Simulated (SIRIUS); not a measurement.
**PtS2 under changes of volume**

One of the cells (18.626 Å³/atom); the others are scaled copies at fixed shape and fractional positions:

```
CELL_PARAMETERS angstrom
3.56667 0.00000 0.00000
-1.78333 3.08882 0.00000
0.00000 0.00000 5.07217
ATOMIC_POSITIONS crystal
Pt 0.00000 0.00000 0.00000
S 0.66667 0.33333 0.77300
S 0.33333 0.66667 0.22700
```

* Program: SIRIUS 7.12.0
* Functional: PBEsol
* Potentials or basis: all-electron FP-LAPW
* Cutoff: 222 eV
* Basis: apw+lo standard
* k mesh: 9 × 9 × 5
* Occupations: fermi-dirac, width 0.05 eV
* Spin: no spin polarisation

| volume (Å³/atom) | energy over the lowest point (meV/atom) | gap on the mesh (eV) |
| --- | --- | --- |
| 17.165 | ? | ? |
| 17.531 | 60.59 | 0.99 |
| 17.896 | 33.48 | 0.97 |
| 18.626 | 3.97 | 0.94 |
| 18.992 | 0.00 | 0.92 |
| 19.357 | 2.12 | 0.89 |

Question: What does the run at 17.165 Å³/atom give?

Answer: Energy over the lowest point 97.50 meV/atom; gap on the mesh 1.01 eV.

Worked out: A Birch-Murnaghan fit of order 3 (a polynomial in V^(-2/3)) to the other rows has its minimum at 19.04 Å³/atom with B0 = V·E''(V) = 139 GPa and B' = 4.7 at fixed shape and positions, which overstates the stiffness. It gives 97.39 meV/atom at 17.165 Å³/atom, against the run's 97.50. A straight line through the other rows of the gap, of slope -0.954 eV per unit of ln V, extrapolates to 1.01 eV, against the run's 1.01.

Energies are extrapolated to zero smearing.

Caveats: spin-orbit coupling is left out, which moves the levels of the heavy elements; an odd mesh through Γ misses points on the zone boundary, where band edges often lie.
